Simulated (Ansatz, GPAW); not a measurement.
## One calculation of TiAl, 3 ways

```
Ti Al
1.0
     2.83730    0.00000    0.00000
     0.00000    2.83730    0.00000
     0.00000    0.00000    4.05910
Ti Al
1 1
Cartesian
  0.0000 0.0000 0.0000
  1.4186 1.4186 2.0295
```

Alike in all runs: task single point; functional RPBE; k mesh 9 × 9 × 7; occupations gaussian, width 0.05 eV; no spin polarisation; no spin-orbit coupling. Pressure is positive in compression and, in plane waves, holds the error of the finite cutoff, which Ansatz's Pulay term estimates and takes out.

```
                                                    program and potentials  plane-wave cutoff (eV)                                                                                   notes  pressure (GPa)
                                                        Ansatz, Ansatz PAW                     420  potentials made for PBE, which Ansatz adapts in part; Pulay term of +0.05 GPa included            2.04
                            Ansatz, all-electron LAPW, scalar-relativistic                       -                                                                                       -            2.01
GPAW, the program's PAW data sets (release 1.2.1) made for this functional                     600                                                                                       -            1.91
```

The pressure spans 1.91 (GPAW, the program's PAW data sets (release 1.2.1) made for this functional) to 2.04 GPa (Ansatz, Ansatz PAW), with all-electron results at 2.01. Some sets were made for another functional than the one run, which can shift their rows.

The functional is the same throughout but for its coding, so the spread measures potentials, basis and numerics; runs on potential files found faulty are left out.
